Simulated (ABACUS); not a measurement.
# CoO: single point with r2SCAN

The system is CoO.

```
Co O
1.0
     0.00000    2.13150    2.13150
     2.13150    0.00000    2.13150
     2.13150    2.13150    0.00000
Co O
1 1
Direct
  0.00000 0.00000 0.00000
  0.50000 0.50000 0.50000
```

```yaml
Program: ABACUS 3.10.1
Task: single point
Functional: r2SCAN
Potentials_or_basis: SG15 ONCV 1.2 PBE
Cutoff: 1361 eV
Density_cutoff: 5442 eV
Basis: DZP LCAO (the cutoffs set its grid)
k_mesh: 8 × 8 × 8
Occupations: fermi-dirac, width 0.05 eV
Spin: collinear spin, ferromagnetic start
Starting_moments: "[2.0, 0.0] μB"
Orbital_files: Co Co_confined-atom_7au_3s2p2d1f.orb, O O_confined-atom_6au_2s2p1d.orb
Radial_cutoff_of_the_potentials_pseudo_rcut: 10 bohr
SCF_threshold_on_the_density: 1e-07
Max_SCF_steps: 100
Eigensolver: genelpa
Mixing: broyden
Mixing_share: 0.4
Symmetry_key: 1
```

```json
{
  "Pressure": "-6.0 GPa",
  "Band gap on the k mesh": "none (metal or under the smearing width)",
  "Net moment": "3.00 μB per cell",
  "Absolute moment": "3.04 μB per cell",
  "Site moments": "Co +2.75; O +0.25 μB",
  "Mulliken charges": "Co +0.73; O -0.73 e"
}
```

Levels at points of the mesh, in eV from the Fermi level:
Spin up:
```
           k point  band 10  band 11  band 12  band 13  band 14  band 15  band 16  band 17
(0.00, 0.00, 0.00)    -3.97    -3.35    -3.35    -3.35     1.41    18.85    18.85    18.85
(0.50, 0.50, 0.50)    -3.34    -2.63    -0.54    -0.54     5.61     9.98    14.19    14.19
(0.50, 0.50, 0.00)    -4.09    -3.60    -3.05    -3.05     6.36    10.65    12.03    16.72
```
Spin down:
```tsv
k point	band 6	band 7	band 8	band 9	band 10	band 11	band 12	band 13	band 14	band 15
(0.00, 0.00, 0.00)	-2.63	-2.63	-2.63	-1.12	-1.12	-1.12	1.00	1.00	2.14	19.61
(0.50, 0.50, 0.50)	-7.78	-4.60	-4.60	-0.10	-0.10	0.20	3.60	3.60	5.98	11.11
(0.50, 0.50, 0.00)	-6.56	-3.94	-3.94	-2.20	0.10	0.10	1.50	1.94	7.24	11.47
```

It took 54 s on 4 MPI ranks on Intel(R) Xeon(R) 6975P-C (Granite Rapids), with other jobs on the host, peak memory 0.48 GiB a rank.

Caveat: the atomic orbitals were generated for these runs and aren't a published set; Mulliken charges move with the basis; the potentials were made for another functional, which shifts forces and pressure; the basis of atomic orbitals isn't converged, which shifts pressures, moduli and gaps; a cell with one magnetic atom can't hold antiferromagnetic order, which such compounds often take; semilocal functionals often make such compounds metallic where correlation or magnetic order opens a gap, which also shifts bond lengths. With open d or f shells a metallic result of r2SCAN can be an artefact of self-interaction; +U or a hybrid may open a gap.
